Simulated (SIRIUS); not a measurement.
Crystal: W.

```
W
1.0
    -1.58234    1.58234    1.58234
     1.58234   -1.58234    1.58234
     1.58234    1.58234   -1.58234
W
1
Direct
  0.00000 0.00000 0.00000
```

Base run:

| Property | Result |
| --- | --- |
| Program | SIRIUS 7.12.0 |
| Functional | PW91 |
| Potentials or basis | PseudoDojo 0.4.1 PBE standard (scalar relativistic) |
| Cutoff | 1030 eV |
| Density cutoff | 4119 eV |
| k mesh | 12 × 12 × 12 |
| Occupations | fermi-dirac, width 0.05 eV |
| Spin | no spin polarisation |

Its results: band gap on the k mesh none (metal or under the smearing width); pressure 6.0 GPa.

The run is repeated on the same cell with these changes: functional from PW91 to AM05; libxc names from ["XC_GGA_X_PW91", "XC_GGA_C_PW91"] to ["XC_GGA_X_AM05", "XC_GGA_C_AM05"]. What comes out?

Band gap on the k mesh none (metal or under the smearing width); pressure -3.5 GPa.

Caveats: the potentials were made for another functional, which shifts forces and pressure.

Not every run made on this cell is shown here.
